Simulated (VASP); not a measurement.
Runs of VASP 6.6.1 on Ag. It takes space group P6_3/mmc (No. 194, hexagonal). The conventional cell has a = 3.528 Å, b = 3.528 Å, c = 11.524 Å, α = 90.00°, β = 90.00°, γ = 120.00°. Around Ag (site symmetry 3m) lie 4 Ag at 2.16 Å. Ag (site symmetry 3m) has 4 Ag at 2.16 Å as nearest neighbours. The cell was built by a generator and needn't be a form met in nature.

```csv
task,cell,k mesh,cutoff (eV),mesh quality,gap on the mesh (eV),pressure (GPa),largest force (eV/Å)
relaxation of cell and atoms,relaxed,6 × 6 × 2,600,not flagged,none,0.0,0.02
single point,"C2/m, 19.33 Å³/atom",4 × 4 × 4,520,coarse,none,96.4,48.03
single point,"Immm, 17.95 Å³/atom",4 × 4 × 4,520,not flagged,none,(a),-
single point,"P6_3/mmc, 18.76 Å³/atom",6 × 6 × 2,520,coarse,none,0.0,-
single point,"P6_3/mmc, 15.53 Å³/atom",6 × 6 × 2,520,not flagged,none,120.6,0.09
single point,"P6_3/mmc, 18.72 Å³/atom",15 × 15 × 2,520,not flagged,none,-0.1,-
```

Alike in all rows: level PBE; potentials or basis VASP PAW PBE potentials, release 64 (Ag); no spin polarisation; smearing gaussian 0.1 eV.

Task: Estimate the missing entries.

Result: (a) -0.2.

Caveats: some runs use coarse meshes; a pressure of tens of GPa on the cell as given is suspect, and the run, the potentials or the cell itself is likely at fault (some runs); the volume moved by over 15 % at a fixed basis, so the end points are rough (some runs); forces of over 1 eV/Å show positions far from the minimum, so gaps and moduli don't describe the material at rest (some runs).

A k mesh can miss the band edges, and the runs leave out spin-orbit coupling on Ag.

A gap of «none» marks a metal or a gap under the smearing width.
